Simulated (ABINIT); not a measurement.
# TaSi2 (P6_222) in ABINIT: settings compared

One crystal, TaSi2, is run at these levels: r2SCAN, PBE; tasks: band structure.

Program: ABINIT 10.8.3 (patched build). These are calculated values, not measurements. Logs are shortened: lines on timing, memory, paths and dates and some standing lists are left out, and cuts for length are marked. The log counts tension as positive stress, the text compression.

## Step 1: The crystal as given

Symmetry: P6_222, No. 180, hexagonal system. Conventional cell: a = 4.780 Å, b = 4.780 Å, c = 6.564 Å, α = 90.00°, β = 90.00°, γ = 120.00°. Ta (site symmetry 222) is surrounded by 10 Si at 2.59 to 2.76 Å. Si (site symmetry 2) is surrounded by 5 Si at 2.59 to 2.76 Å and 5 Ta at 2.59 to 2.76 Å.

## Step 2: Band structure, r2SCAN

The input, run.abi:

```
ndtset 2

pp_dirpath "./"
pseudos "Ta.GGA_PBE-JTH.xml, Si.GGA_PBE-JTH.xml"

acell 3*1.0
rprim
     9.0328908757     0.0000000000     0.0000000000
    -4.5164454379     7.8227129680     0.0000000000
     0.0000000000     0.0000000000    12.4041622820
ntypat 2
znucl 73 14
natom 9
typat 1 1 1 2 2 2 2 2 2
xred
     0.0000000000     0.5000000000     0.1666666667
     0.5000000000     0.5000000000     0.8333333333
     0.5000000000     0.0000000000     0.5000000000
     0.3333000000     0.1666500000     0.1666666667
     0.1666500000     0.8333500000     0.8333333333
     0.8333500000     0.6667000000     0.5000000000
     0.6667000000     0.8333500000     0.1666666667
     0.8333500000     0.1666500000     0.8333333333
     0.1666500000     0.3333000000     0.5000000000

ecut 23.0
pawecutdg 45.0

ixc -497498
usekden 1
pawxcdev 0

occopt 3
tsmear 0.05 eV

nstep 100

iomode 3
prtwf 0
prteig 0
prtebands 0
enunit 1
prtden1 1
prtkden1 1
prtvha1 1
prtvclmb1 1
prtpot1 1

kptopt1 1
ngkpt1 6 6 3
nshiftk1 1
shiftk1 0.0 0.0 0.0
nband1 38
tolvrs1 1.0e-7

iscf2 -2
getden2 1
getkden2 1
nband2 44
nbdbuf2 4
tolwfr2 1.0e-11
kptopt2 -7
ndivsm2 5
prteig2 1
prtvol2 -3
kptbounds2
     0.0000000000     0.0000000000     0.0000000000
     0.5000000000     0.0000000000     0.0000000000
     0.3333333333     0.3333333333     0.0000000000
     0.0000000000     0.0000000000     0.0000000000
     0.0000000000     0.0000000000     0.5000000000
     0.5000000000     0.0000000000     0.5000000000
     0.3333333333     0.3333333333     0.5000000000
     0.0000000000     0.0000000000     0.5000000000
```

Potentials or basis: JTH PAW PBE v2.0.

Started as:

```bash
> mpirun --bind-to none -np 4 abinit run.abi > log 2>&1
```

run.abo:

```text
.Version 10.8.3 of ABINIT
 DATASET    1 : space group P6_2 2 2 (#180); Bravais hP (primitive hexag.)
================================================================================
 Values of the parameters that define the memory need for DATASET  1.
     intxc =       0    ionmov =       0      iscf =      17    lmnmax =      18
     lnmax =       6     mgfft =      54  mpssoang =       3    mqgrid =    3746
     natom =       9  nloc_mem =       2    nspden =       1   nspinor =       1
    nsppol =       1      nsym =      12    n1xccc =       1    ntypat =       2
    occopt =       3   xclevel =       2
       mpw =        4633          nfft =       86400          nkpt =          14
Pmy_natom=         3
 PAW method is used; the additional fine FFT grid is defined by:
   mgfftf=        80    nfftf =    288000
================================================================================
================================================================================

 DATASET    2 : space group P6_2 2 2 (#180); Bravais hP (primitive hexag.)
================================================================================
 Values of the parameters that define the memory need for DATASET  2.
     intxc =       0    ionmov =       0      iscf =      -2    lmnmax =      18
     lnmax =       6     mgfft =      54  mpssoang =       3    mqgrid =    3746
     natom =       9  nloc_mem =       2    nspden =       1   nspinor =       1
    nsppol =       1      nsym =      12    n1xccc =       1    ntypat =       2
    occopt =       3   xclevel =       2
       mpw =        4649          nfft =       86400          nkpt =          54
Pmy_natom=         3
 PAW method is used; the additional fine FFT grid is defined by:
   mgfftf=        80    nfftf =    288000
================================================================================
================================================================================

--------------------------------------------------------------------------------
------------- Echo of variables that govern the present computation ------------
--------------------------------------------------------------------------------
 -outvars: echo values of preprocessed input variables --------
            acell      1.0000000000E+00  1.0000000000E+00  1.0000000000E+00 Bohr
              amu      1.80947900E+02  2.80855000E+01
             ecut      2.30000000E+01 Hartree
           enunit           1
           getden1          0
           getden2          1
          getkden1          0
          getkden2          1
             iscf1         17
             iscf2         -2
              ixc     -497498
           jdtset        1    2
           kptopt1          1
           kptopt2         -7
         kptrlatt        6    0    0      0    6    0      0    0    3
          kptrlen1     3.72124868E+01
          kptrlen2     3.00000000E+01
            natom           9
            nband1         38
            nband2         44
           nbdbuf1          0
           nbdbuf2          4
           ndtset           2
           ndivsm1          0
           ndivsm2          5
            ngfft          40      40      54
          ngfftdg          60      60      80
             nkpt1         14
             nkpt2         54
            nstep         100
             nsym          12
           ntypat           2
           occopt           3
        pawecutdg      4.50000000E+01 Hartree
         pawxcdev           0
        prtebands           0
           prteig1          0
           prteig2          1
          prtkden           1
           prtpot1          1
           prtpot2          0
         prtvclmb1          1
         prtvclmb2          0
           prtvha1          1
           prtvha2          0
           prtvol1          0
           prtvol2         -3
            prtwf           0
            rprim      9.0328908757E+00  0.0000000000E+00  0.0000000000E+00
                      -4.5164454379E+00  7.8227129680E+00  0.0000000000E+00
                       0.0000000000E+00  0.0000000000E+00  1.2404162282E+01
           shiftk1     0.00000000E+00  0.00000000E+00  0.00000000E+00
           shiftk2     5.00000000E-01  5.00000000E-01  5.00000000E-01
          spgroup         180
           tolvrs1     1.00000000E-07
           tolvrs2     0.00000000E+00
           tolwfr1     0.00000000E+00
           tolwfr2     1.00000000E-11
           tsmear      1.83746611E-03 Hartree
            typat      1  1  1  2  2  2  2  2  2
          usekden           1
           useylm           1
[... 1172 lines left out ...]

--- !ResultsGS
iteration_state: {dtset: 2, }
comment   : Summary of ground state results
lattice_vectors:
- [  9.0328909,   0.0000000,   0.0000000, ]
- [ -4.5164454,   7.8227130,   0.0000000, ]
- [  0.0000000,   0.0000000,  12.4041623, ]
lattice_lengths: [   9.03289,    9.03289,   12.40416, ]
lattice_angles: [ 90.000,  90.000, 120.000, ] # degrees, (23, 13, 12)
lattice_volume:   8.7649935E+02
convergence: {deltae:  0.000E+00, res2:  0.000E+00, residm:  1.000E-11, diffor:  0.000E+00, }
etotal    :  -6.46727792E+01
entropy   :   0.00000000E+00
fermie    :   2.60483291E-01
cartesian_stress_tensor: null
pressure_GPa: null
xred      :
- [ -5.9383E-17,   5.0000E-01,   1.6667E-01, Ta]
- [  5.0000E-01,   5.0000E-01,   8.3333E-01, Ta]
- [  5.0000E-01,  -7.4015E-17,   5.0000E-01, Ta]
- [  3.3330E-01,   1.6665E-01,   1.6667E-01, Si]
- [  1.6665E-01,   8.3335E-01,   8.3333E-01, Si]
- [  8.3335E-01,   6.6670E-01,   5.0000E-01, Si]
- [  6.6670E-01,   8.3335E-01,   1.6667E-01, Si]
- [  8.3335E-01,   1.6665E-01,   8.3333E-01, Si]
- [  1.6665E-01,   3.3330E-01,   5.0000E-01, Si]
cartesian_forces: null
force_length_stats: {min: null, max: null, mean: null, }
...

 Integrated electronic density in atomic spheres:
 ------------------------------------------------
 Atom  Sphere_radius  Integrated_density
    1        2.41973         10.71087281
    2        2.41973         10.71087281
    3        2.41973         10.72686898
    4        1.90945          1.52432294
    5        1.90945          1.52432294
    6        1.90945          1.52415710
    7        1.90945          1.52432294
    8        1.90945          1.52432294
    9        1.90945          1.52415710

================================================================================

 ----iterations are completed or convergence reached----

 Mean square residual over all n,k,spin=   82.163E-13; max=  99.997E-13
 reduced coordinates (array xred) for    9 atoms
      -0.000000000000      0.500000000000      0.166666666667
       0.500000000000      0.500000000000      0.833333333333
       0.500000000000     -0.000000000000      0.500000000000
       0.333300000000      0.166650000000      0.166666666667
       0.166650000000      0.833350000000      0.833333333333
       0.833350000000      0.666700000000      0.500000000000
       0.666700000000      0.833350000000      0.166666666667
       0.833350000000      0.166650000000      0.833333333333
       0.166650000000      0.333300000000      0.500000000000

 cartesian coordinates (angstrom) at end:
    1     -1.19499999920105     2.06980071364631     1.09399999925398
    2      1.19499999917459     2.06980071364631     5.46999999626988
    3      2.38999999837564    -0.00000000000000     3.28199999776193
    4      1.19488049918349     0.68986457785831     1.09399999925398
    5     -1.19511949920979     3.44973684943430     5.46999999626988
    6      2.38999999835800     2.75987227157599     3.28199999776193
    7      1.19511949916569     3.44973684943430     1.09399999925398
    8      3.58511949755897     0.68986457785831     5.46999999626988
    9     -0.00000000000882     1.37972915571663     3.28199999776193
 length scales=  1.000000000000  1.000000000000  1.000000000000 bohr
              =  0.529177210544  0.529177210544  0.529177210544 angstroms
 Eigenvalues (   eV  ) for nkpt=  54  k points:
 kpt#   1, nband= 44, wtk=  1.00000, kpt=  0.0000  0.0000  0.0000 (reduced coord)
 -62.54839  -62.53074  -62.53068  -28.55811  -28.55481  -28.55479  -28.45722  -28.45722
 -28.37867  -28.36453  -28.36453  -28.34501   -7.04226   -3.56371   -3.56354    0.28308
   0.80082    0.80085    0.91214    0.91227    2.02809    2.90240    2.90242    3.11979
   4.33565    4.33565    4.39770    4.39772    4.58775    4.59415    4.59415    5.03265
   7.71903   10.46660   10.46665   10.81192   10.86673   10.89074   11.32668   11.32670
  11.46654   11.46654   11.83606   11.83606
 kpt#   2, nband= 44, wtk=  1.00000, kpt=  0.0556  0.0000  0.0000 (reduced coord)
 -62.54826  -62.53084  -62.53069  -28.56677  -28.55541  -28.54644  -28.45806  -28.45674
 -28.37837  -28.36534  -28.36334  -28.34517   -7.00995   -3.54336   -3.53939   -0.02396
   0.45134    0.62442    1.24761    1.37359    1.86921    2.90333    3.10301    3.17344
   4.13710    4.26272    4.32432    4.37425    4.60416    4.66433    4.78496    5.02495
   7.74128   10.22936   10.37742   10.67937   10.81306   11.08752   11.18437   11.31274
  11.37800   11.42286   11.85904   11.95406
 kpt#   3, nband= 44, wtk=  1.00000, kpt=  0.1111  0.0000  0.0000 (reduced coord)
 -62.54790  -62.53117  -62.53068  -28.57672  -28.55726  -28.53749  -28.46032  -28.45533
 -28.37753  -28.36772  -28.36007  -28.34551   -6.91353   -3.48505   -3.46755   -0.57836
[... 347 lines left out ...]
 kpt#  53, nband= 44, wtk=  1.00000, kpt=  0.0333  0.0333  0.5000 (reduced coord)
 -62.54244  -62.54228  -62.52492  -28.60588  -28.51607  -28.51559  -28.46366  -28.43992
 -28.43493  -28.36279  -28.36265  -28.33429   -5.99658   -5.99616   -1.47710   -0.01075
   0.08565    0.91789    1.25188    1.34621    1.52990    2.14229    2.21017    2.66134
   4.30559    4.31027    4.37875    4.43654    4.77773    4.91670    5.11700    8.17184
   8.21582    9.78658    9.81544   10.08667   10.56825   10.71942   10.72092   11.16404
  11.26583   11.42899   11.72749   11.86193
 kpt#  54, nband= 44, wtk=  1.00000, kpt=  0.0000  0.0000  0.5000 (reduced coord)
 -62.54244  -62.54238  -62.52475  -28.60592  -28.51392  -28.51391  -28.45903  -28.44120
 -28.44119  -28.36271  -28.36270  -28.33408   -6.02887   -6.02879   -1.49708    0.19877
   0.38480    0.95129    0.95130    1.71128    1.71130    1.76893    1.76911    2.64091
   4.30782    4.30784    4.43882    4.53887    4.78653    4.78656    5.13714    8.19802
   8.19812   10.08594   10.08594   10.40806   10.55559   10.55566   10.56726   11.14197
  11.16122   11.37785   11.74706   11.74707

== END DATASET(S) ==============================================================
================================================================================

 -outvars: echo values of variables after computation  --------
            acell      1.0000000000E+00  1.0000000000E+00  1.0000000000E+00 Bohr
           etotal1    -6.4672779237E+01
            fcart1    -3.8549410571E-19 -5.7824115862E-19 -8.7846408343E-23
                      -3.8549410571E-19 -5.7824115869E-19 -1.8626620960E-23
                      -3.8549410577E-19 -5.7824115868E-19 -8.7846408343E-23
                      -1.3126169494E-02 -7.5783974911E-03 -8.7846408343E-23
                      -1.3126169494E-02  7.5783974909E-03  2.1449001849E-22
                      -3.8549410577E-19  1.5156794982E-02 -8.7846408343E-23
                       1.3126169494E-02  7.5783974911E-03 -8.7846408343E-23
                       1.3126169494E-02 -7.5783974909E-03  3.3121505253E-22
                      -3.8549410577E-19 -1.5156794982E-02 -8.7846408343E-23
            rprim      9.0328908757E+00  0.0000000000E+00  0.0000000000E+00
                      -4.5164454379E+00  7.8227129680E+00  0.0000000000E+00
                       0.0000000000E+00  0.0000000000E+00  1.2404162282E+01
           strten1     2.2010408873E-05  2.2010408703E-05 -7.3426450688E-05
                       0.0000000000E+00  0.0000000000E+00  1.3595616934E-13
           xangst     -1.1949999992E+00  2.0698007136E+00  1.0939999993E+00
                       1.1949999992E+00  2.0698007136E+00  5.4699999963E+00
                       2.3899999984E+00 -3.0639205449E-16  3.2819999978E+00
                       1.1948804992E+00  6.8986457786E-01  1.0939999993E+00
                      -1.1951194992E+00  3.4497368494E+00  5.4699999963E+00
                       2.3899999984E+00  2.7598722716E+00  3.2819999978E+00
                       1.1951194992E+00  3.4497368494E+00  1.0939999993E+00
                       3.5851194976E+00  6.8986457786E-01  5.4699999963E+00
                      -8.8190617327E-12  1.3797291557E+00  3.2819999978E+00
             xred     -5.9382921874E-17  5.0000000000E-01  1.6666666667E-01
                       5.0000000000E-01  5.0000000000E-01  8.3333333333E-01
                       5.0000000000E-01 -7.4014868308E-17  5.0000000000E-01
                       3.3330000000E-01  1.6665000000E-01  1.6666666667E-01
                       1.6665000000E-01  8.3335000000E-01  8.3333333333E-01
                       8.3335000000E-01  6.6670000000E-01  5.0000000000E-01
                       6.6670000000E-01  8.3335000000E-01  1.6666666667E-01
                       8.3335000000E-01  1.6665000000E-01  8.3333333333E-01
                       1.6665000000E-01  3.3330000000E-01  5.0000000000E-01
 Calculation completed.
```

It took 19 min on 4 MPI ranks of Arm Neoverse V2, shared host; peak memory 1.1 GiB.

What came out:

* Free energy: -1759.8360 eV
* Pressure: 0.3 GPa
* Largest force: 0.779 eV/Å
* Band gap on the k mesh: none (metal or under the smearing width)
* Valence electrons inside the program's atomic spheres: Ta 10.71, 10.73; Si 1.52

Forces on the atoms (eV/Å):
```
Ta   0.000  0.000  0.000
Ta   0.000  0.000  0.000
Ta   0.000  0.000  0.000
Si  -0.675 -0.390  0.000
Si  -0.675  0.390  0.000
Si   0.000  0.779  0.000
Si   0.675  0.390  0.000
Si   0.675 -0.390  0.000
Si   0.000 -0.779  0.000
```

Levels at the corners of the path, in eV from the Fermi level:
```tsv
point	band 28	band 29	band 30	band 31	band 32	band 33	band 34	band 35
Γ	-2.69	-2.50	-2.49	-2.49	-2.06	0.63	3.38	3.38
M	-2.15	-1.21	-0.83	-0.04	0.10	0.81	1.23	1.74
K	-1.87	-1.87	-1.80	0.41	0.41	0.56	2.32	2.32
Γ	-2.69	-2.50	-2.49	-2.49	-2.06	0.63	3.38	3.38
A	-2.55	-2.30	-2.30	-1.95	1.11	1.11	3.00	3.00
L	-2.19	-2.10	-1.83	-0.82	-0.18	1.59	2.04	2.62
H	-2.59	-0.81	-0.81	-0.10	-0.10	1.09	1.64	1.64
A	-2.55	-2.30	-2.30	-1.95	1.11	1.11	3.00	3.00
```

Caveat: totals of a meta-GGA on PAW files have another zero than those of a GGA; the PAW data sets were made with another functional, which shifts forces and pressure a little; spin-orbit coupling is left out, which moves the levels of the heavy elements; the cell's inner coordinates are idealised or old, which leaves forces on the atoms.

## Step 3: Band structure, PBE

Edit run.abi of step 2 so:

```diff
@@ -25,8 +25,7 @@
 
-ecut 23.0
-pawecutdg 45.0
+ecut 19.0
+pawecutdg 38.0
+pawxcdev 0
 
-ixc -497498
-usekden 1
-pawxcdev 0
+ixc 11
 
@@ -43,3 +42,2 @@
 prtden1 1
-prtkden1 1
 prtvha1 1
@@ -49,3 +47,3 @@
 kptopt1 1
-ngkpt1 6 6 3
+ngkpt1 7 7 4
 nshiftk1 1
@@ -53,3 +51,3 @@
 nband1 38
-tolvrs1 1.0e-7
+tolvrs1 1.0e-9
 
@@ -57,3 +55,2 @@
 getden2 1
-getkden2 1
 nband2 44
```

Potentials or basis: JTH PAW PBE v2.0.

Started as:

```bash
> mpirun --bind-to none -np 4 abinit run.abi > log 2>&1
```

Run time: 4.8 min. Hardware: 4 MPI ranks of Arm Neoverse V2, shared host; peak memory 0.68 GiB.

Results (log left out):

| Quantity | Value |
| --- | --- |
| Free energy | -5469.0304 eV |
| Pressure | 3.4 GPa |
| Largest force | 0.785 eV/Å |
| Band gap on the k mesh | none (metal or under the smearing width) |
| Valence electrons inside the program's atomic spheres | Ta 10.72; Si 1.54 |

Forces on the atoms (eV/Å):
```
Ta   0.000  0.000  0.000
Ta   0.000  0.000  0.000
Ta   0.000  0.000  0.000
Si  -0.680 -0.392  0.000
Si  -0.680  0.392  0.000
Si   0.000  0.785  0.000
Si   0.680  0.392  0.000
Si   0.680 -0.392  0.000
Si   0.000 -0.785  0.000
```

Stress tensor (GPa, compression positive):
```
2.49 0.00 0.00
0.00 2.49 0.00
0.00 0.00 5.27
```

Levels at the corners of the path, in eV from the Fermi level:
```csv
point,band 27,band 28,band 29,band 30,band 31,band 32,band 33,band 34,band 35,band 36
Γ,-2.53,-2.53,-2.29,-2.29,-2.27,-1.81,0.57,3.15,3.15,3.43
M,-2.16,-2.03,-1.14,-0.78,-0.02,0.15,0.79,1.18,1.65,2.04
K,-1.96,-1.76,-1.76,-1.68,0.43,0.43,0.56,2.22,2.22,2.23
Γ,-2.53,-2.53,-2.29,-2.29,-2.27,-1.81,0.57,3.15,3.15,3.43
A,-2.51,-2.38,-2.05,-2.05,-1.70,1.04,1.04,2.80,2.80,3.19
L,-2.07,-2.07,-1.99,-1.73,-0.76,-0.15,1.52,1.92,2.43,2.51
H,-2.59,-2.39,-0.75,-0.75,-0.09,-0.09,1.02,1.54,1.54,2.19
A,-2.51,-2.38,-2.05,-2.05,-1.70,1.04,1.04,2.80,2.80,3.19
```

Caveat: spin-orbit coupling is left out, which moves the levels of the heavy elements; the cell's inner coordinates are idealised or old, which leaves forces on the atoms.
